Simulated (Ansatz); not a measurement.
LiCl:

```
Cl Li
1.0
     0.00000    2.56477    2.56477
     2.56477    0.00000    2.56477
     2.56477    2.56477    0.00000
Cl Li
1 1
Direct
  0.50000 0.50000 0.50000
  0.00000 0.00000 0.00000
```

Base run:

| Quantity | Value |
| --- | --- |
| Program | Ansatz 0.2.0 |
| Functional | PBEsol |
| Potentials or basis | all-electron PAW datasets made for the crystal |
| Cutoff | 200 eV (chosen from the basis error) |
| k mesh | 6 × 6 × 6 |
| Occupations | fermi-dirac, width 0.05 eV |
| Spin | no spin polarisation |

Its results: band gap on the k mesh 6.13 eV, direct; pressure -1.3 GPa.

**Question.** The run is repeated on the same cell with these changes: functional from PBEsol to HSE06; cutoff from 200 eV (chosen from the basis error) to 220 eV (chosen from the basis error). What comes out?

**Answer.** Band gap on the k mesh 7.72 eV, direct; pressure -0.3 GPa.

HSE06 gives the wider gap, since exact exchange removes part of the self-interaction.

A k mesh can miss the band edges.

The runs don't all hold the same shells in valence.
